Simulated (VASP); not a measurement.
Input of a VASP 6.6.1 run:

File POSCAR:

```
LiCl                                    
1.0
    0.0000000000      2.5305222624      2.5305222624
    2.5305222624      0.0000000000      2.5305222624
    2.5305222624      2.5305222624      0.0000000000
  Li              Cl            
     1     1
Direct
     0.0000000000000000    0.0000000000000000    0.0000000000000000
     0.5000000000000000    0.5000000000000000    0.5000000000000000
```

INCAR.step1

```
SYSTEM = LiCl
ALGO = Normal ; EDIFF = 1E-5
ENCUT = 520 ; GGA = PE
ISIF = 2 ; ISMEAR = 0
KPAR = 4 ; LASPH = .TRUE.
LCHARG = .FALSE. ; LREAL = .FALSE.
LWAVE = .TRUE. ; NELM = 80
PREC = Accurate ; SIGMA = 0.03
```

File INCAR.step2:

```
SYSTEM = LiCl
AEXX = 0.25 ; ALGO = Normal
EDIFF = 1E-6 ; ENCUT = 520
GGA = PE ; HFRCUT = -1
ISIF = 2 ; ISMEAR = 0
ISTART = 1 ; KPAR = 4
LASPH = .TRUE. ; LCHARG = .FALSE.
LHFCALC = .TRUE. ; LREAL = .FALSE.
LWAVE = .FALSE. ; NELM = 80
PREC = Accurate ; PRECFOCK = Fast
SIGMA = 0.03
```

KPOINTS

```
k-points
0
G
  6 6 6
  0 0 0
```

File KPOINTS_OPT:

```
explicit points
6
Reciprocal
 0.0000000000  0.0000000000  0.0000000000 1
 0.3750000000  0.3750000000  0.7500000000 1
 0.5000000000  0.5000000000  0.5000000000 1
 0.6250000000  0.2500000000  0.6250000000 1
 0.5000000000  0.2500000000  0.7500000000 1
 0.5000000000  0.0000000000  0.5000000000 1
```

Potentials or basis: VASP PAW PBE potentials, release 64 (Li_sv, Cl).

Run with:

```sh
$ cat potpaw_PBE.64/Li_sv/POTCAR potpaw_PBE.64/Cl/POTCAR > POTCAR
$ cp INCAR.step1 INCAR
$ mpirun -np 4 vasp_std > vasp.out
$ cp INCAR.step2 INCAR
$ mpirun -np 4 vasp_std > vasp.out
```

(1) Predict the band gap along the path.

(2) What does it give for the band gap on the k mesh?

## Answers

(1) 8.71 eV, direct.

(2) 8.71 eV, direct.
